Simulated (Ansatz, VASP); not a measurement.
# ZnCu: VASP beside Ansatz

```
Zn Cu
1.0
     2.94500    0.00000    0.00000
     0.00000    2.94500    0.00000
     0.00000    0.00000    2.94500
Zn Cu
1 1
Cartesian
  1.4725 1.4725 1.4725
  0.0000 0.0000 0.0000
```

Alike in both runs: task single point; functional PBE; k mesh 6 × 6 × 6; occupations gaussian, width 0.1 eV; no spin polarisation.

```csv
,VASP,Ansatz
version,VASP 6.6.1,Ansatz 0.2.0
potentials or method,"VASP PAW PBE potentials, release 64 (Zn, Cu)","scalar-relativistic, plane waves, PAW"
plane-wave cutoff (eV),520,520
valence electrons in the cell,23,31
```

Ansatz gave:

```
gap on the k mesh at the Fermi level (eV) : none
pressure (GPa)                            : 2.8
```

**Question.** Estimate VASP's values.

**Answer.** gap on the k mesh at the Fermi level (eV): none; pressure (GPa): 3.7.

A gap of «none» marks a metal or a gap that the smearing closes. The functional is the same, so the differences come from potentials, cutoffs and numerics. The two sets of potentials don't hold the same shells in valence.
